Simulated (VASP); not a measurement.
Wanted: the native input for a VASP 6.6.1 run.

```
Task                   : relaxation of shape and atoms at fixed volume
Functional             : LDA
Potentials or basis    : VASP PAW LDA potentials, release 64 (Zn)
Cutoff                 : 600 eV
k mesh                 : 18 × 18 × 8
Occupations            : methfessel-paxton, width 0.1 eV
Spin                   : no spin polarisation
Further INCAR settings : ALGO = Normal; EDIFF = 1e-07; IBRION = 2; EDIFFG = -0.01; NSW = 40; ISIF = 4
```

The structure of Zn lies in POSCAR:

```
Zn                                      
1.0
    2.6090510015     -0.0000000000     -0.0000000000
   -1.3045255007      2.2595044471      0.0000000000
    0.0000000000     -0.0000000000      4.9405647004
  Zn            
     2
Direct
     0.3333333332999970    0.6666666667000030    0.2500000000000000
     0.6666666667000030    0.3333333332999970    0.7500000000000000
```

The cell isn't the ideal one: a relaxed cell with its volume scaled by 1.06.

One way to write it, as run:

INCAR

```
SYSTEM = Zn
  ALGO = Normal
  EDIFF = 1E-7
  EDIFFG = -0.01
  ENCUT = 600
  GGA = CA
  IBRION = 2
  ISIF = 4
  ISMEAR = 1
  LASPH = .True.
  LCHARG = .False.
  LREAL = .False.
  LWAVE = .False.
  NELM = 80
  NSW = 40
  PREC = Accurate
  SIGMA = 0.1
```

KPOINTS

```
k-points
0
Gamma
  18 18 8
  0 0 0
```

Potentials or basis: VASP PAW LDA potentials, release 64 (Zn).

Launch:

```sh
$ cat potpaw_LDA.64/Zn/POTCAR > POTCAR
$ mpirun -np 1 vasp_std > vasp.out
```

It gave:

```yaml
Energy_gained_by_relaxing: 3.2 meV/atom
Ionic_steps: 5
Pressure_after_relaxing: -4.3 GPa
Band_gap_on_the_k_mesh: none (metal or under the smearing width)
```

Wall time 83 s on 1 thread of Intel(R) Xeon(R) 6975P-C (Granite Rapids), on a shared host, peak memory 0.21 GiB.
